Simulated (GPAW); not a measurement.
A run of GPAW 26.7.0:

File run.py:

```python
import numpy as np
from ase import Atoms
from ase.dft.bandgap import bandgap
from ase.io import write
from ase.units import GPa
from gpaw import GPAW, PW
from gpaw.spinorbit import soc_eigenstates

atoms = Atoms(['Hf', 'N'],
              cell=[[0.0, 2.256, 2.256],
                    [2.256, 0.0, 2.256],
                    [2.256, 2.256, 0.0]],
              scaled_positions=[[0.0, 0.0, 0.0],
                                [0.5, 0.5, 0.5]],
              pbc=True)

calc = GPAW(mode=PW(800),
            xc='LDA',
            kpts={'size': (8, 8, 8), 'gamma': True},
            occupations={'name': 'fermi-dirac', 'width': 0.05},
            nbands=19,
            convergence={'density': 1e-05, 'energy': 1e-05},
            maxiter=150,
            txt='gpaw.txt')
atoms.calc = calc
energy = atoms.get_potential_energy()
forces = atoms.get_forces()
stress = atoms.get_stress()
calc.write('gs.gpw')
write('result.traj', atoms)
print(f'Energy: {energy:.6f} eV')
print('Forces (eV/A):')
print(forces.round(4))
print('Stress (GPa):', (stress / GPa).round(3))
print('Fermi level:', round(calc.get_fermi_level(), 4), 'eV')
print(f'Gap: {bandgap(calc)[0]:.4f} eV, direct: {bandgap(calc, direct=True)[0]:.4f} eV')

path = atoms.cell.bandpath('GXWKGLUWLK,UX', npoints=60, eps=1e-4)
bs_calc = calc.fixed_density(kpts=path, symmetry='off', nbands=28,
                             convergence={'bands': 'CBM+6.0', 'eigenstates': 1e-6}, txt='bands.txt')
bs = bs_calc.band_structure()
bs.write('bs.json')
print(f'Gap on the path: {bandgap(bs_calc)[0]:.4f} eV')

soc = soc_eigenstates(bs_calc, theta=90, phi=0)
np.savetxt('soc_bands.dat', soc.eigenvalues(), fmt='%.4f')
mesh = soc_eigenstates('gs.gpw', theta=90, phi=0)
np.savetxt('soc_mesh.dat', mesh.eigenvalues(), fmt='%.4f')
print('Fermi level with spin-orbit coupling:', round(mesh.fermi_level, 4), 'eV')
```

Potentials or basis: the program's PAW data sets (release 1.2.1) made for this functional, pw.

Run with:

```bash
$ OMP_NUM_THREADS=1 python run.py
```

Hardware: 1 thread of Arm Neoverse V1, with other jobs on the host.

Q: How long does it take, and how much memory?

A: Run time: 35 s on 1 thread of Arm Neoverse V1, on a shared host, peak memory 0.26 GiB. Counts: scf iterations 13, plane waves 1243, bands 19, k points 29.
